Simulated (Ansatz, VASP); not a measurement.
# One calculation of BN, two programs

Contents of INCAR:

```
ALGO = Normal ; EDIFF = 1E-8
ENCUT = 520 ; GGA = PE
ISIF = 2 ; ISMEAR = -1
LASPH = T ; LCHARG = F
LEFG = T ; LREAL = F
LWAVE = F ; NBANDS = 11
NELM = 100 ; PREC = Accurate
SIGMA = 0.03
```

Contents of KPOINTS:

```
k-points
0
Gamma
  13 13 13
```

The input POSCAR:

```
BN
1.0
    0.0000000000      1.8352381934      1.7532750000
    1.8352381934      0.0000000000      1.7532750000
    1.8352381934      1.8352381934      0.0000000000
B N
1 1
Direct
    0.0000000000      0.0000000000      0.0000000000
    0.7500000000      0.7500000000      0.7500000000
```

Input for Ansatz:

```yaml
crystal:
  lattice:
    - [0.0, 1.8352381934, 1.753275]
    - [1.8352381934, 0.0, 1.753275]
    - [1.8352381934, 1.8352381934, 0.0]
  atoms:
    - { symbol: B, position: [0.0, 0.0, 0.0] }
    - { symbol: "N", position: [0.75, 0.75, 0.75] }
kpoints:
  mp_grid: { grid: [13, 13, 13] }
scf:
  occupations: { method: fermi_dirac, width: 0.03 }
hamiltonian:
  xc: pbe
  pseudopotentials: { kind: paw }
output:
  forces: true
  stress: true
  eigenvalues: true
  efg: { contact_densities: true }
```

Change from the starting cell: z stretched by -3 % at fixed volume, PAW files.

Alike in both runs: task electric field gradients; functional PBE; k mesh 13 × 13 × 13; occupations fermi-dirac, width 0.03 eV; no spin polarisation.

|  | VASP | Ansatz |
| --- | --- | --- |
| version | VASP 6.6.1 | Ansatz 0.2.0 |
| potentials or method | VASP PAW PBE potentials, release 64 (B, N) | PAW with Ansatz's default frozen-core files, scalar-relativistic |
| plane-wave cutoff (eV) | 520 | 420 |
| valence electrons in the cell | 8 | 8 |

|  | VASP | Ansatz | Ansatz less VASP |
| --- | --- | --- | --- |
| gap on the k mesh at the Fermi level (eV) | 3.76 | 3.77 | +0.012 |
| pressure (GPa) | 3.2 | 3.0 | -0.26 |
| largest component of the traceless stress (GPa) | 17.54 | 17.53 | -0.010 |
| Vzz of the field gradient on the site that differs most (V/Å²) | 1.7 | 1.2 | -0.44 |

The functional is the same, so the differences come from potentials, cutoffs and numerics.

Caveats: an odd mesh through Γ misses points on the zone boundary, where band edges often lie.
